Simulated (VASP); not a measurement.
K:

```
CELL_PARAMETERS angstrom
0.00000 2.52400 2.52400
2.52400 0.00000 2.52400
2.52400 2.52400 0.00000
ATOMIC_POSITIONS crystal
K 0.00000 0.00000 0.00000
```

This isn't the form of K at room conditions, which is bcc.

| Property | Result |
| --- | --- |
| Program | VASP 6.6.1 |
| Task | relaxation of cell and atoms |
| Functional | PBE |
| Potentials or basis | VASP PAW PBE potentials, release 64 (K_sv) |
| Cutoff | 520 eV |
| k mesh | 15 × 15 × 15 |
| Occupations | gaussian, width 0.1 eV |
| Spin | no spin polarisation |

At the start: pressure 13.0 GPa; volume 32.16 Å³/atom.

Question: Where does the relaxation end?

Answer: Over 5 steps the energy falls by 901.9 meV/atom and the volume is 71.06 Å³/atom (+121.0 %); space group Fm-3m (No. 225, to 0.05 Å).

Step by step:
```
step  energy change (eV)  largest force (eV/Å)  pressure (GPa)  volume (Å³)
   1              0.0000                0.0000           13.00        32.16
   2             -0.6669                0.0000            4.13        45.90
   3             -0.8696                0.0000            1.05        59.87
   4             -0.8992                0.0000            0.25        67.70
   5             -0.9019                0.0000            0.02        71.06
```

Final structure:
```
K
1.0
     0.00000    3.28749    3.28749
     3.28749    0.00000    3.28749
     3.28749    3.28749    0.00000
K
1
Direct
  0.00000 0.00000 0.00000
```

Caveat: the volume moved by over 15 % at a fixed basis, so the end points are rough; the volume moved by +121 % from the deposited cell, more than functionals usually miss.
